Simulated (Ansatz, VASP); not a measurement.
**One calculation of BN, two programs**

```
N B
1.0
     2.55394    0.00000    0.00000
    -1.27697    2.21178    0.00000
     0.00000    0.00000    4.22685
N B
2 2
Cartesian
  0.0000 1.4745 0.5295
  1.2770 0.7373 2.6430
  0.0000 1.4745 2.1123
  1.2770 0.7373 4.2257
```

Measurements of this composition are mostly on another form, of space group No. 194.

Alike in both runs: task single point; functional PBE; k mesh 12 × 12 × 6; occupations gaussian, width 0.021 eV; no spin polarisation.

|  | VASP | Ansatz |
| --- | --- | --- |
| version | VASP 6.6.1 | Ansatz 0.2.0 |
| potentials or method | VASP PAW PBE potentials, release 64 (N, B) | Ansatz PAW |
| plane-wave cutoff (eV) | 520 | 420 |
| valence electrons in the cell | 16 | 16 |

VASP gave:

- gap on the k mesh at the Fermi level (eV): 5.20
- least direct gap on the mesh (eV): 8.23
- pressure (GPa): 0.2
- largest component of the traceless stress (GPa): 0.52
- rms of the force components (eV/Å): 0.008

Which values does Ansatz return?

gap on the k mesh at the Fermi level (eV): 5.21; least direct gap on the mesh (eV): 8.24; pressure (GPa): 0.0; largest component of the traceless stress (GPa): 0.48; rms of the force components (eV/Å): 0.009.

Atom by atom the forces differ by 0.001 eV/Å (rms over components).

Caveats: the pressure holds a Pulay correction of +1.1 GPa for the finite cutoff (Ansatz). A k mesh can miss the band edges. Expect the measured gap to be larger: semilocal functionals such as PBE lack the derivative discontinuity.
